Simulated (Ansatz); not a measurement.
## Calculated ³³S nuclear quadrupole resonance for SnS

Cell: a structure deposited in the COD.

Space group Pnma (No. 62); a = 11.3200, b = 4.0500, c = 4.2420 Å.

```csv
site,Wyckoff,site symmetry,x,y,z
Sn,4c,.m.,0.1220,0.2500,0.0981
S,4c,.m.,0.8507,0.2500,0.4790
```

One atom of each set is listed.

Level of theory: DFT, PBE, plane waves and PAW, scalar-relativistic, 420 eV cutoff, Γ-centred 4×11×10 k-points, Fermi–Dirac smearing 0.02 eV (Ansatz 0.2.0).

³³S: I = 3/2, Q = -69.40 mb (year-2017 value). Static lattice, zero field.

(1) Predict the zero-field ³³S lines of each site.

Results:

(1) For I = 3/2 there is one line, ν = (|C_Q|/2)(1 + η²/3)^½.

| site | atoms | V_zz (10²¹ V/m²) | C_Q (MHz) | η | line frequencies (MHz) |
| --- | --- | --- | --- | --- | --- |
| S | 4 | -2.59 | 4.34 | 0.11 | 2.18 |

Without spin–orbit coupling (the program notes it for Sn) the gradients can shift somewhat, as the gap is small.

The run took 45 s of wall time (45 s of CPU time) and 0.92 GiB at its peak, on 1 thread of Intel Xeon Platinum 8488C (Sapphire Rapids) (x86_64; 16 cores open to the job, memory cap 3.0 GiB, no GPU), a shared host with a load of 0.1 a core.
